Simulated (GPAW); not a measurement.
Here is a GPAW 26.7.0 calculation.

run.py

```python
from ase.dft.bandgap import bandgap
from ase.io import write
from ase.spacegroup import crystal
from ase.units import GPa
from gpaw import GPAW, PW, setup_paths

setup_paths.insert(0, '.')

# Fe 4a
# O 4b
atoms = crystal(['Fe', 'O'],
                basis=[[0.0, 0.0, 0.0],
                       [0.5, 0.0, 0.0]],
                spacegroup=225, setting=1,  # Fm-3m
                cellpar=[4.3108, 4.3108, 4.3108, 90.0, 90.0, 90.0],
                primitive_cell=True)
atoms.set_initial_magnetic_moments([3.0, 0.0])

calc = GPAW(mode=PW(800),
            xc='PBEsol',
            kpts={'size': (9, 9, 9), 'gamma': True},
            occupations={'name': 'fermi-dirac', 'width': 0.05},
            nbands=17,
            convergence={'density': 1e-05, 'energy': 1e-05},
            maxiter=150,
            txt='gpaw.txt')
atoms.calc = calc
energy = atoms.get_potential_energy()
forces = atoms.get_forces()
stress = atoms.get_stress()
calc.write('gs.gpw')
write('result.traj', atoms)
print(f'Energy: {energy:.6f} eV')
print('Forces (eV/A):')
print(forces.round(4))
print('Stress (GPa):', (stress / GPa).round(3))
print('Moments:', calc.get_magnetic_moments().round(3))
print('Fermi level:', round(calc.get_fermi_level(), 4), 'eV')
print(f'Gap: {bandgap(calc)[0]:.4f} eV, direct: {bandgap(calc, direct=True)[0]:.4f} eV')

path = atoms.cell.bandpath('GXWKGLUWLK,UX', npoints=80, eps=1e-4)
bs_calc = calc.fixed_density(kpts=path, symmetry='off', nbands=26,
                             convergence={'bands': 'CBM+6.0', 'eigenstates': 1e-6}, txt='bands.txt')
bs = bs_calc.band_structure()
bs.write('bs.json')
print(f'Gap on the path: {bandgap(bs_calc)[0]:.4f} eV')
```

Potentials or basis: PAW data sets generated in the run's folder for this functional, pw.

Run with:

```bash
$ gpaw-setup -f PBEsol Fe O
$ OMP_NUM_THREADS=1 python run.py
```

(1) Estimate the net moment.

(2) Predict the band gap along the path.

(3) What does it give for the site moments?

Answers

(1) 4.00 μB per cell.

(2) none (metal or under the smearing width).

(3) Fe +3.54; O +0.24 μB.

Caveat: a cell with one magnetic atom can't hold antiferromagnetic order, which such compounds often take; semilocal functionals often make such compounds metallic where correlation or magnetic order opens a gap, which also shifts bond lengths.

**What was measured.**

From “W\"ustite: Electric, thermodynamic and optical properties of FeO”, 2012, arxiv:1203.1201, for a bulk crystal of FeO: band gap 2.4 eV (optical).

A measured gap of FeO is 2.4 eV (optical; quoted in “W\"ustite: Electric, thermodynamic and optical properties of FeO”, 2012, arxiv:1203.1201); the calculated 0.00 eV misses it by -2.40 eV. So large a miss can be the level of theory's own, or it may mean another phase, state or a wrong row. The value is that of PBEsol, without temperature or zero-point motion. Semilocal functionals fall short of measured gaps as a rule. The run's magnetic order (collinear spin, ferromagnetic start) needn't be the measured crystal's.
